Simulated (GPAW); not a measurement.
# CdTe (F-43m) in GPAW: single point with PBE

Aim: the single point of CdTe with PBE.

All numbers are computed with GPAW 26.7.0; they aren't measurements. Logs are shortened: lines on timing, memory, paths and dates and some standing lists are left out, and cuts for length are marked. The log counts tension as positive stress, the text compression.

**Experimental background.**

A printed reference work, data compilation reports, for a bulk crystal of CdTe at 0 K: band gap 1.607 eV.

How close the calculation comes is told below.

## Step 1: The crystal as given

It takes space group F-43m (No. 216, cubic). The conventional cell has a = 6.410 Å, b = 6.410 Å, c = 6.410 Å, α = 90.00°, β = 90.00°, γ = 90.00°. Te (site symmetry -43m) has 4 Cd at 2.78 Å as nearest neighbours. Cd (site symmetry -43m) is surrounded by 4 Te at 2.78 Å.

## Step 2: Single point, PBE

run.py

```python
from ase.dft.bandgap import bandgap
from ase.io import read, write
from ase.units import GPa
from gpaw import GPAW, PW

atoms = read('CdTe.xyz')

calc = GPAW(mode=PW(450),
            xc='PBE',
            kpts={'size': (6, 6, 6), 'gamma': True},
            occupations={'name': 'fermi-dirac', 'width': 0.05},
            nbands=18,
            maxiter=120,
            txt='gpaw.txt')
atoms.calc = calc
energy = atoms.get_potential_energy()
forces = atoms.get_forces()
stress = atoms.get_stress()
calc.write('gs.gpw')
write('result.traj', atoms)
print(f'Energy: {energy:.6f} eV')
print('Forces (eV/A):')
print(forces.round(4))
print('Stress (GPa):', (stress / GPa).round(3))
print('Fermi level:', round(calc.get_fermi_level(), 4), 'eV')
print(f'Gap: {bandgap(calc)[0]:.4f} eV, direct: {bandgap(calc, direct=True)[0]:.4f} eV')
```

CdTe.xyz

```xyz
2
Lattice="0.0000000000 3.2050000000 3.2050000000 3.2050000000 0.0000000000 3.2050000000 3.2050000000 3.2050000000 0.0000000000" Properties=species:S:1:pos:R:3 pbc="T T T"
Te     4.8075000000      4.8075000000      4.8075000000
Cd     0.0000000000      0.0000000000      0.0000000000
```

Potentials or basis: GPAW PAW data sets (gpaw-data 1.2.1), pw.

The run is started by

```bash
OMP_NUM_THREADS=1 python run.py
```

gpaw.txt:

```text
__  _  _
 | _ |_)|_||  |
 |__||  | ||/\| - 26.7.0

Input parameters:
  mode=PW(ecut=450.00000000000006),
  kpts=MonkhorstPack(size=(6, 6, 6), gamma=True),
  maxiter=120,
  nbands=18,
  occupations=Occupations(name='fermi-dirac', width=0.05),
  xc=XC(name='PBE')

Diagonalizing LCAO Hamiltonian
Converting LCAO to pw mode

                      Te

       Cd

Atoms  # Å, Bohr magnetons
|   | symbol |        x |        y |        z |    initial magnetic moments |
|---|--------|----------|----------|----------|-----------------------------|
| 0 |     Te | 4.807500 | 4.807500 | 4.807500 | ( 0.0000,  0.0000,  0.0000) |
| 1 |     Cd | 0.000000 | 0.000000 | 0.000000 | ( 0.0000,  0.0000,  0.0000) |

Unit cell  # Å
| periodic |        x |        y |        z |  lengths |    angles |
|----------|----------|----------|----------|----------|-----------|
|      yes | 0.000000 | 3.205000 | 3.205000 | 4.532554 | 60.000000 |
|      yes | 3.205000 | 0.000000 | 3.205000 | 4.532554 | 60.000000 |
|      yes | 3.205000 | 3.205000 | 0.000000 | 4.532554 | 60.000000 |

Number of symmetries: 24
Symmetry operations  # r_c * U_cc + t_c -> r_c
|    | kind |            matrix            |
|----|------|------------------------------|
|  0 |  E   |  1, 0, 0,  0, 1, 0,  0, 0, 1 |
|  1 |  σ   |  1, 0, 0,  0, 0, 1,  0, 1, 0 |
|  2 |  σ   |  1, 0,-1,  0, 1,-1,  0, 0,-1 |
|  3 |  C3  |  1, 0,-1,  0, 0,-1,  0, 1,-1 |
|  4 |  C3  |  1,-1, 0,  0,-1, 1,  0,-1, 0 |
|  5 |  σ   |  1,-1, 0,  0,-1, 0,  0,-1, 1 |
|  6 |  σ   |  0, 1, 0,  1, 0, 0,  0, 0, 1 |
|  7 |  C3  |  0, 1, 0,  0, 0, 1,  1, 0, 0 |
|  8 |  C2  |  0, 1,-1,  1, 0,-1,  0, 0,-1 |
|  9 |  S4  |  0, 1,-1,  0, 0,-1,  1, 0,-1 |
| 10 |  C3  |  0, 0, 1,  1, 0, 0,  0, 1, 0 |
| 11 |  σ   |  0, 0, 1,  0, 1, 0,  1, 0, 0 |
| 12 |  S4  |  0, 0,-1,  1, 0,-1,  0, 1,-1 |
| 13 |  C3  |  0, 0,-1,  0, 1,-1,  1, 0,-1 |
| 14 |  S4  |  0,-1, 1,  1,-1, 0,  0,-1, 0 |
| 15 |  C2  |  0,-1, 1,  0,-1, 0,  1,-1, 0 |
| 16 |  C3  |  0,-1, 0,  1,-1, 0,  0,-1, 1 |
| 17 |  S4  |  0,-1, 0,  0,-1, 1,  1,-1, 0 |
| 18 |  S4  | -1, 1, 0, -1, 0, 1, -1, 0, 0 |
| 19 |  C3  | -1, 1, 0, -1, 0, 0, -1, 0, 1 |
| 20 |  C3  | -1, 0, 1, -1, 1, 0, -1, 0, 0 |
| 21 |  S4  | -1, 0, 1, -1, 0, 0, -1, 1, 0 |
| 22 |  σ   | -1, 0, 0, -1, 1, 0, -1, 0, 1 |
| 23 |  C2  | -1, 0, 0, -1, 0, 1, -1, 1, 0 |

BZ-sampling:
  Number of BZ points: 216
  Number of IBZ points: 16

  Monkhorst-Pack size: [6, 6, 6]
  Monkhorst-Pack shift: [0.08333333333333333, 0.08333333333333333, 0.08333333333333333]

K-points  # in reciprocal-cell coordinates
|     |                                coordinates |     weight |
|-----|--------------------------------------------|------------|
|   0 | (  0.00000000,   0.00000000,   0.00000000) | 0.00462963 |
|   1 | (  0.16666667,   0.16666667,   0.00000000) | 0.02777778 |
|   2 | (  0.16666667,   0.16666667,   0.16666667) | 0.03703704 |
|   3 | (  0.33333333,   0.16666667,   0.16666667) | 0.05555556 |
|   4 | (  0.33333333,   0.33333333,  -0.33333333) | 0.05555556 |
|   5 | (  0.33333333,   0.33333333,   0.00000000) | 0.02777778 |
|   6 | (  0.33333333,   0.33333333,   0.16666667) | 0.11111111 |
|   7 | (  0.33333333,   0.33333333,   0.33333333) | 0.03703704 |
|   8 | (  0.50000000,   0.33333333,  -0.33333333) | 0.11111111 |
|   9 | (  0.50000000,   0.33333333,  -0.16666667) | 0.05555556 |
| ... |                                            |            |
|  15 | (  0.50000000,   0.50000000,   0.50000000) | 0.01851852 |

Plane wave coefficients: 1458
Cutoff: 450.00000000000006 eV

Spin-components: 1 (collinear spins)
Bands:           18
Projectors:      11
Spin-degeneracy: 2
Datatype:        complex128

Parallelization:
  kpt:    1
  domain: 1
  band:   1

Density:
  Valence electrons: 18.0
  Components: 1
  Grid points: [24 24 24]
  Charge: 0.0  # |e|

Potential:
  Grid points: [24 24 24]

species:
  Te:
    name:    Tellurium
    Z:       52.0
    valence: 6
    core:    46
    charge:  0.0  # [|e|]
    compensation charges:
      type: gauss
      rc: 0.36  # [Å]
      lmax: 2
    cutoffs:
      filter: 2.09  # [Å]
      core: 3.17  # [Å]
    projectors
    | kind |    occ | energy [eV] | rcut [Å] |
    |------|--------|-------------|----------|
    |   5s |  2.000 |     -15.089 |    1.180 |
    |   5p |  4.000 |      -5.955 |    1.196 |
    |    s |        |      12.123 |    1.180 |
    |    p |        |      21.256 |    1.196 |
    |    d |        |       0.000 |    1.238 |

    Using partial waves for Te as LCAO basis

  Cd:
    name:    Cadmium
    Z:       48.0
    valence: 12
    core:    36
    charge:  0.0  # [|e|]
    compensation charges:
      type: gauss
      rc: 0.38  # [Å]
      lmax: 2
    cutoffs:
      filter: 2.12  # [Å]
      core: 2.62  # [Å]
    projectors
    | kind |    occ | energy [eV] | rcut [Å] |
    |------|--------|-------------|----------|
    |   5s |  2.000 |      -5.655 |    1.191 |
    |   5p |  0.000 |      -1.186 |    1.228 |
    |   4d | 10.000 |     -11.739 |    1.164 |
    |    s |        |      21.556 |    1.191 |
    |    p |        |      26.026 |    1.228 |
    |    d |        |      15.473 |    1.164 |

    Using partial waves for Cd as LCAO basis

Reference energy: -336963.801770  # eV

eigensolver:
  PPCG
  Converge bands: occupied
  niter=2

density mixing:
  MSR1-Mixer
  Pratt-step length: 0.05
  Maximum mixing coefficient: 0.75
  Old densities: 10
  SVD Regularization: 0.005
  Good broyden scale: 1.0
  Trust region scale: 1.0
  Backstep threshold: 4.0
  History deletion threshold: 6.0
  Fourier metric: weight=20.0, sigma=0.015

occupation numbers:
  Fermi-Dirac:
    width: 0.0500  # eV

poisson solver:
  ecut: 3600.0000000000005  # eV

xc functional:
  name: PBE with 2 nearest neighbor stencil

convergence criteria:
- Maximum [total energy] change in last 3 cyles: 0.0005 eV / valence electron
- Maximum integral of absolute [dens]ity change: 0.0001 electrons / valence electron
- Maximum integral of absolute [eigenst]ate change: 4e-08 eV^2 / valence electron
maximum number of iterations: 120

SCF iterations
|iter     | |      energy | eigst |  dens |
|---------|-|-------------|-------|-------|
|iter:   1| |   -5.186472 | -0.44 |       |
|iter:   2| |   -5.142220 | -2.39 | -1.25 |
|iter:   3| |   -4.971438 | -1.78 | -1.30 |
|iter:   4| |   -4.970334 | -3.36 | -1.79 |
|iter:   5| |   -4.969964c| -3.85 | -2.24 |
|iter:   6| |   -4.970002c| -5.50 | -2.95 |
|iter:   7| |   -4.970006c| -6.70 | -3.56 |
|iter:   8| |   -4.970006c| -7.90c| -4.47c|

Converged in 8 steps
Energy contributions relative to reference atoms: (reference = -336963.801770)

Energy contributions:
  Kinetic:          22.406933
  Coulomb:         -20.253665
  Zero:              0.295174
  External:          0.000000
  Xc:               -7.418447
  Entropy:          -0.000003
  Spinorbit:         0.000000
  ----------------------------
  Free energy:      -4.970007
  Extrapolated:     -4.970006

dipole moment: (-16.506145, -16.506145, -16.506145)  # |e|*Ang

Fermi level: 4.554
Eigenvalues  # (at kpt = [0.000, 0.000, 0.000])
| band index |      eig [eV] | occ [0-2] |
|------------|---------------|-----------|
|          0 |        -7.266 |     2.000 |
|          1 |        -4.270 |     2.000 |
|          2 |        -4.270 |     2.000 |
|          3 |        -4.270 |     2.000 |
|          4 |        -3.982 |     2.000 |
|          5 |        -3.982 |     2.000 |
[... 10 lines left out ...]
|         16 |        14.189 |     0.000 |
|         17 |        14.189 |     0.000 |

Gap: 0.868 eV
Transition (v -> c):
  (s=0, k=0, n=8, [0.00, 0.00, 0.00]) -> (s=0, k=0, n=9, [0.00, 0.00, 0.00])
No difference between direct/indirect transitions

Forces  # eV/Ang
|       x |        y |        z |
|---------|----------|----------|
| 0.00000 | -0.00000 |  0.00000 |  # Te   0
| 0.00000 |  0.00000 | -0.00000 |  # Cd   1

Stress tensor  # eV/Ang^3
|         x |         y |         z |
|-----------|-----------|-----------|
| -0.019871 |  0.000000 | -0.000000 |
|  0.000000 | -0.019871 | -0.000000 |
| -0.000000 | -0.000000 | -0.019871 |

# Writing to gs.gpw (mode='')
```

Run time: 7.7 s. Hardware: 1 thread of Intel Xeon at 2.60GHz (Ice Lake), shared host; peak memory 0.15 GiB.

Results:

| Item | Value |
| --- | --- |
| Free energy | -4.9700 eV |
| Pressure | 3.2 GPa |
| Band gap on the k mesh | 0.87 eV, direct |

Levels at points of the mesh, in eV from the valence-band top:
| k point | band 6 | band 7 | band 8 | band 9 | band 10 | band 11 | band 12 | band 13 |
| --- | --- | --- | --- | --- | --- | --- | --- | --- |
| (0.00, 0.00, 0.00) | -8.07 | 0.00 | 0.00 | 0.00 | 0.87 | 4.57 | 4.57 | 4.57 |
| (0.50, 0.50, 0.00) | -7.54 | -4.47 | -1.99 | -1.99 | 2.54 | 2.67 | 9.00 | 9.30 |
| (0.50, 0.50, 0.50) | -7.69 | -4.62 | -0.83 | -0.83 | 1.85 | 5.18 | 5.18 | 7.09 |

Caveat: the cutoff is short for stress and forces, so pressures can be off by a GPa or more; spin-orbit coupling is left out, which moves the levels of the heavy elements.

## Step 3: Against experiment

Step 2. A measured gap of CdTe is 1.607 eV (0 K; a printed reference work, data compilation); the calculated 0.87 eV misses it by -0.74 eV. Spin-orbit coupling on Cd, Te is left out. The value is that of PBE, without temperature or zero-point motion. Semilocal functionals fall short of measured gaps as a rule.
